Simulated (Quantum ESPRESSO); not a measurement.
## GaN: band structure with HCTH

**Experimental background.**

“Studying electronic properties in GaN without electrical contacts using γ-γ vs e−-γ Perturbed Angular Correlations”, 2019, pmc:6823545 quotes, for a bulk crystal of GaN: band gap 3.503 ± 0.005 eV (direct).

GaN:

```
CELL_PARAMETERS angstrom
3.18000 0.00000 0.00000
-1.59000 2.75396 0.00000
0.00000 0.00000 5.16600
ATOMIC_POSITIONS crystal
Ga 0.66667 0.33333 0.50000
Ga 0.33333 0.66667 0.00000
N 0.66667 0.33333 0.87500
N 0.33333 0.66667 0.37500
```

```json
{"Program": "Quantum ESPRESSO 7.5", "Task": "band structure", "Functional": "HCTH", "Potentials or basis": "PseudoDojo 0.4.1 SR PBE standard", "Cutoff": "1143 eV", "Density cutoff": "4572 eV", "k mesh": "10 × 10 × 5", "Occupations": "fermi-dirac, width 0.05 eV", "Spin": "no spin polarisation", "Mixing beta": "0.5", "Most SCF iterations": "120", "SCF threshold": "8e-10 Ry"}
```

```yaml
Pressure: 9.1 GPa
Largest_force: 0.146 eV/Å
Band_gap_on_the_k_mesh: 2.34 eV, direct
Band_gap_along_the_path: 2.34 eV, direct
```

Forces in eV/Å, atoms in the order of the input:
```
Ga   0.000  0.000 -0.146
Ga   0.000  0.000 -0.146
N    0.000  0.000  0.146
N    0.000  0.000  0.146
```

Stress tensor (GPa, compression positive):
```
 8.48  0.00  0.00
 0.00  8.48  0.00
 0.00  0.00 10.42
```

Levels at the corners of the path, in eV from the valence-band top:
```
point  band 14  band 15  band 16  band 17  band 18  band 19  band 20  band 21  band 22  band 23
    Γ    -1.01    -1.01    -0.06     0.00     0.00     2.34     4.66     9.57    10.27    10.27
    M    -5.12    -4.10    -2.65    -2.13    -0.94     5.49     5.93     6.42     8.90    10.71
    K    -5.17    -5.10    -2.90    -2.90    -2.60     5.57     8.09     8.09     8.77    10.23
    Γ    -1.01    -1.01    -0.06     0.00     0.00     2.34     4.66     9.57    10.27    10.27
    A    -3.74    -0.52    -0.52    -0.52    -0.52     4.62     4.62     8.91     8.91    10.78
    L    -6.43    -1.87    -1.87    -1.84    -1.84     4.83     4.83     8.14     8.14    10.38
    H    -5.99    -4.03    -4.03    -1.43    -1.43     6.84     6.84     7.69     7.69     9.36
    A    -3.74    -0.52    -0.52    -0.52    -0.52     4.62     4.62     8.91     8.91    10.78
    L    -6.43    -1.87    -1.87    -1.84    -1.84     4.83     4.83     8.14     8.14    10.38
    M    -5.12    -4.10    -2.65    -2.13    -0.94     5.49     5.93     6.42     8.90    10.71
    K    -5.17    -5.10    -2.90    -2.90    -2.60     5.57     8.09     8.09     8.77    10.23
    H    -5.99    -4.03    -4.03    -1.43    -1.43     6.84     6.84     7.69     7.69     9.36
```

It took 2.6 min on 1 thread of Arm Neoverse V1 (shared host), peak memory 0.13 GiB.

A measured gap of GaN is 3.503 eV (direct; quoted in “Studying electronic properties in GaN without electrical contacts using γ-γ vs e−-γ Perturbed Angular Correlations”, 2019, pmc:6823545); the calculated 2.34 eV misses it by -1.17 eV. Spin-orbit coupling on Ga is left out. The value is that of HCTH, without temperature or zero-point motion.

Caveat: the potentials were made for another functional, which shifts forces and pressure.
